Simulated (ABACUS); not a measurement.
# Ge: single point with B86bPBE

The system is Ge.

```
Ge
1.0
    -2.57449    2.57449    1.39741
     2.57449   -2.57449    1.39741
     2.57449    2.57449   -1.39741
Ge
2
Direct
  0.50000 0.50000 0.00000
  0.25000 0.75000 0.50000
```

This isn't the form of Ge at room conditions, which is diamond.

```
Program                                       : ABACUS 3.10.1
Task                                          : single point
Functional                                    : B86bPBE
Potentials or basis                           : PseudoDojo NC SR 0.4.1 PBE standard
Cutoff                                        : 1075 eV
Density cutoff                                : 4299 eV
Basis                                         : plane waves
k mesh                                        : 9 × 9 × 9
Occupations                                   : fermi-dirac, width 0.05 eV
Spin                                          : no spin polarisation
Radial cutoff of the potentials (pseudo_rcut) : 10 bohr
SCF threshold on the density                  : 1e-08
Max SCF steps                                 : 100
Eigensolver                                   : dav
Mixing                                        : broyden
Mixing share                                  : 0.7
Symmetry key                                  : 1
Bands                                         : 24
```

```json
{"Pressure": "4.0 GPa", "Band gap on the k mesh": "none (metal or under the smearing width)"}
```

Stress tensor (GPa, compression positive):
```
3.84 0.00 0.00
0.00 3.84 0.00
0.00 0.00 4.33
```

Levels at points of the mesh, in eV from the Fermi level:
```csv
k point,band 11,band 12,band 13,band 14,band 15,band 16,band 17,band 18
"(0.00, 0.00, 0.00)",-13.33,-4.12,-2.36,-2.36,3.31,7.57,7.57,8.10
```

It took 25 s on 4 MPI ranks on Intel(R) Xeon(R) Platinum 8488C (Sapphire Rapids), with other jobs on the host, peak memory 0.4 GiB a rank.

Caveat: the potentials were made for another functional, which shifts forces and pressure.
